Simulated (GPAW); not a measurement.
The system is SiC.

```xyz
8
Lattice="3.0757 0.0000 0.0000 -1.5378 2.6636 0.0000 0.0000 0.0000 10.0706" Properties=species:S:1:pos:R:3 pbc="T T T"
Si    0.0000    0.0000    1.8922
Si    0.0000    0.0000    6.9275
Si    0.0000    1.7758    4.4094
Si    1.5378    0.8879    9.4447
C     0.0000    0.0000    0.0046
C     0.0000    0.0000    5.0400
C     0.0000    1.7758    2.5157
C     1.5378    0.8879    7.5510
```

The cell is a database's computed one.

Base run:

- Program: GPAW 26.7.0
- Functional: PBE
- Potentials or basis: PAW data sets generated in the run's folder for this functional
- Cutoff: 800 eV
- Basis: pw
- k mesh: 6 × 6 × 2
- Occupations: fermi-dirac, width 0.05 eV
- Spin: no spin polarisation

Its results: band gap on the k mesh 2.22 eV, indirect (least direct gap 3.34 eV); pressure 5.2 GPa.

Problem. After a change of settings the same cell gave: band gap on the k mesh 2.12 eV, indirect (least direct gap 3.25 eV); pressure 1.2 GPa. Which change was it?
A. functional from PBE to LDA; band points from 80 to 100
B. functional from PBE to AM05
C. functional from PBE to PW91; band points from 80 to 60
D. potentials or basis from PAW data sets generated in the run's folder for this functional to GPAW PAW data sets (gpaw-data 1.2.1)

Solution. B.

AM05 binds more tightly than PBE, so the same cell stands under less pressure.

Not every run made on this cell is shown here.
